**Q:** I have one CdTe crystal and ten calculated band gaps. What was calculated, and which gap is the largest?

**A:** Here are the results.

GPAW 26.7.0, plane-wave PAW DFT of CdTe (F-43m, 2-atom cell) at one fixed geometry, with a 600 eV cutoff, a 6 × 6 × 6 k mesh and Fermi-Dirac smearing of 0.05 eV. Spin-orbit coupling is added after the self-consistent calculation, and the gaps are taken along a path of special points sampled with 60 to 100 k-points.

| functional | potentials | gap on path (eV) | direct gap on path (eV) |
| --- | --- | --- | --- |
| AM05 | PAW-data-sets-made-by gpaw-setup-for-the-functional | 0.518 | 0.518 |
| MS2 | GPAW-PAW-data-sets-(gpaw-data-1.2.1) | 0.816 | 0.816 |
| OLYP | PAW-data-sets-made-by gpaw-setup-for-the-functional | 0.937 | 0.937 |
| SOGGA | PAW-data-sets-made-by gpaw-setup-for-the-functional | 0.426 | 0.426 |
| WC | PAW-data-sets-made-by gpaw-setup-for-the-functional | 0.408 | 0.408 |
| mBEEF | GPAW-PAW-data-sets-(gpaw-data-1.2.1) | 1.000 | 1.000 |
| optPBE-vdW | GPAW-PAW-data-sets-(gpaw-data-1.2.1) | 0.569 | 0.569 |
| revTPSS | GPAW-PAW-data-sets-(gpaw-data-1.2.1) | 0.761 | 0.761 |
| vdW-DF | GPAW-PAW-data-sets-(gpaw-data-1.2.1) | 0.643 | 0.643 |
| vdW-DF2 | GPAW-PAW-data-sets-(gpaw-data-1.2.1) | 0.396 | 0.396 |

The gap on path is the smallest energy between filled and empty states found along the chosen lines of electron momentum. The direct gap on path compares filled and empty states at the same momentum. The two agree in every row, so the material absorbs light across its smallest gap without help from lattice vibrations. The gap runs from 0.40 eV with vdW-DF2 to 1.00 eV with mBEEF, a factor of 2.5. The atoms never move, so the spread comes from the functional, that is, the approximation for exchange and correlation between electrons, and from the atomic potentials used with it.

**Q:** Tellurium is heavy. Could spin-orbit coupling be what separates the functionals?

**A:** It matters for the size of the gap but not for the order. In the same runs before the coupling is added, every gap is larger by 0.31 to 0.32 eV, and the ten functionals stand in the same order. The coupling depends on the steep potential close to the nuclei, which hardly changes from one functional to another. For the three meta-GGAs (MS2, mBEEF and revTPSS) the program left the exchange-correlation potential out of the coupling, and the lowering is still nearly the same.

The size follows from a simple picture. The top of the valence band consists mainly of three Te 5p states of equal energy, six when spin is counted. Spin-orbit coupling splits them into a group of four and a group of two, separated by an energy $\Delta$. The average stays fixed, so the four rise by $\Delta/3$ while the two sink by $2\Delta/3$. The bottom of the conduction band is s-like, has no orbital angular momentum to couple to the spin, and stays where it was. The gap therefore shrinks by $\Delta/3$.

The OLYP run shows just this: the valence top rises by 0.32 eV and the conduction minimum does not move. That corresponds to a splitting of about 0.95 eV. The measured one is roughly 0.9 eV, a recalled value. In tests on other systems, the makers of these data found spin-orbit splittings that were too wide. The runs here carry no such warning, but if the same holds for CdTe, the printed gaps are slightly too small on this account. If the recalled value holds, the error for OLYP is only about 0.02 eV.

**Q:** What would happen to that part if I replaced an element?

**A:** Ask which atom supplies the valence top. Selenium in place of tellurium brings in lighter p states, whose splitting is roughly half as large, so the coupling would take less from the gap. Zinc in place of cadmium would change this part little, because the top would still be mostly tellurium. These two answers rest on general knowledge of such compounds, since the table holds only CdTe.

**Q:** Then what does set the order? Start with the simpler functionals.

**A:** Take the four GGAs, which use the electron density and its gradient: WC, SOGGA, AM05 and OLYP. The first three were designed with solids in mind and respond rather gently to density gradients. OLYP responds more strongly once the gradients are moderate or large, though not where the density is nearly uniform. This is expected to favour an uneven density, as in separate atoms, over the smoother density of a compact solid, and so to weaken the bonds.

The calculated pressures show this difference. In the common cell they are between 1.2 and 1.8 GPa for the first three and 5.6 GPa for OLYP, all in the sense that the crystal wants to expand. OLYP also has by far the widest gap of the four, 0.42 eV above AM05. The energies of the cell, counted from the reference atoms of the potentials, also show the weaker binding: that of OLYP is clearly the least negative of the four. Weak binding and a wide gap at fixed volume thus go together here, but chiefly through OLYP: between SOGGA and WC the order is reversed, and four functionals do not prove that one causes the other.

I would not stretch the rule to the functionals with nonlocal correlation. The smallest gap of all belongs to vdW-DF2, while its relative vdW-DF lies about a quarter of an electronvolt higher. The two differ in their exchange as well as in the nonlocal term: the exchange of vdW-DF2 rises more slowly than that of vdW-DF at the smallest gradients, faster at intermediate ones and more slowly again at somewhat larger ones. A slow start alone cannot account for a small gap, because the exchange of OLYP also starts flat and steepens later, yet OLYP has a wide gap. The rest of the exchange curve may matter, and so may the nonlocal term. These runs do not separate the two, so they do not explain the low place of vdW-DF2.

**Q:** Do the more elaborate meta-GGAs open the gap?

**A:** There is a good reason why they can. In a GGA all electrons move in one and the same potential, whether their states are filled or empty. The true gap contains an extra step, the derivative discontinuity: an added electron meets a potential that has jumped upwards. The energy differences between GGA states leave this step out.

A meta-GGA also uses the kinetic-energy density, which measures how rapidly the orbitals vary in space. Two orbitals in the same region can then feel different potentials if one varies faster than the other. Part of the missing step can in this way enter the calculated gap.

The table fits this reasoning, with one exception, but it cannot show how much of the widening comes from the orbital dependence, because the functionals also treat density gradients differently. The three meta-GGAs, revTPSS, MS2 and mBEEF, lie above every other functional except OLYP. OLYP beats MS2 by 0.12 eV and revTPSS by 0.18 eV without any orbital dependence. The type of functional alone therefore does not seem to fix the order in this cell, although OLYP and the meta-GGAs also use different sets of atomic potentials, and the table cannot separate the two effects. The ten rows are also a selection: runs that failed or met a known fault of the program are left out, as are some with graver warnings, so other functionals of the same types need not follow this pattern.

**Q:** You said the crystal wants to expand. What if each functional were allowed to choose its own cell?

**A:** Then OLYP would probably lose its high place. Squeezing CdTe widens its direct gap, so letting it expand narrows the gap. For a rough estimate, multiply the pressure $P$ by the change of the gap per unit of pressure, $a$:

$$\text{fall of the gap} \approx aP, \qquad a \approx 0.08\ \text{eV/GPa}.$$

The coefficient is a rough recalled value for CdTe and was not adjusted to the table. For OLYP it gives $0.08 \times 5.6 \approx 0.4$ eV. For AM05, at 1.8 GPa, it gives about 0.1 eV. The expansion would thus take some 0.3 eV more from OLYP than from AM05 and remove a large part of the 0.42 eV between them.

MS2 is under the same pressure as AM05 to within the rounding, so it too would lose only about 0.1 eV. OLYP would then be likely to fall below it, and the meta-GGAs would stand out more clearly from the GGAs. The functionals with nonlocal correlation have no printed pressure, so the estimate cannot be made for them. The estimate assumes a constant coefficient over several gigapascals and is good only for the order of magnitude. Calculations in the relaxed cells would be the real test, and there are none here.

The lesson is that a gap belongs to a functional and a cell together. A functional can give a wide gap in a cell that it would itself not choose.

**Q:** Which of these gaps comes closest to a real sample?

**A:** The largest, but it is still far off. The measured gap is roughly 1.6 eV at low temperature, again a recalled value, so mBEEF falls short by about 0.6 eV and vdW-DF2 by about 1.2 eV. The common cell is also slightly smaller than the measured one, which widens the calculated gaps a little, so in the measured cell the shortfall would be somewhat larger. Relaxing the cell would not help the rows with a printed pressure, because all of them would expand and lose some of their gap.

Besides the missing step in the potential, the cadmium 4d electrons play a part. Functionals of these kinds bind them too weakly. Before spin-orbit coupling is added, OLYP and revTPSS place the five 4d levels 8.1 to 8.5 eV below the valence top at the momentum where the gap lies, whereas experiment puts the 4d states roughly 10 eV below it, also a recalled value. The coupling lifts the top by about 0.3 eV, which closes only a small part of that difference. In this crystal structure the d states can mix with the Te p states and push them upwards. The closer the two lie in energy, the stronger the push, and a higher valence top means a smaller gap. How much of the shortfall comes from this cannot be read from these runs.

**Q:** The gaps are printed to a thousandth of an electronvolt. How many of those digits should I use?

**A:** For comparing functionals, use the tenths and treat the hundredths with care. The runs also give the gap with spin-orbit coupling on the regular mesh of momenta, and in all ten rows the gap along the path is larger by 0.003 to 0.004 eV. Such a shift nearly cancels when two functionals are compared. A larger doubt comes from the atomic potentials. AM05, OLYP, SOGGA and WC have potentials made for the functional itself, while the other six use a supplied collection. For the meta-GGAs such potentials are normally made with the GGA called PBE, and for the functionals with nonlocal correlation they also normally come from a plain GGA, so these six rows are not fully consistent. The effect of that choice was not tested.

I would therefore not rank vdW-DF2 against WC, which lies only 0.012 eV above it. WC and SOGGA both have potentials made for the functional itself, so this doubt is smaller between them, but the 0.018 eV that separates them is still too little to build on. The step from these three to mBEEF is more than thirty times as large as either difference and does tell you something about the functionals. As a prediction of the measured gap, however, every row is too low by about 0.6 eV or more, an error far larger than the digits discussed here.
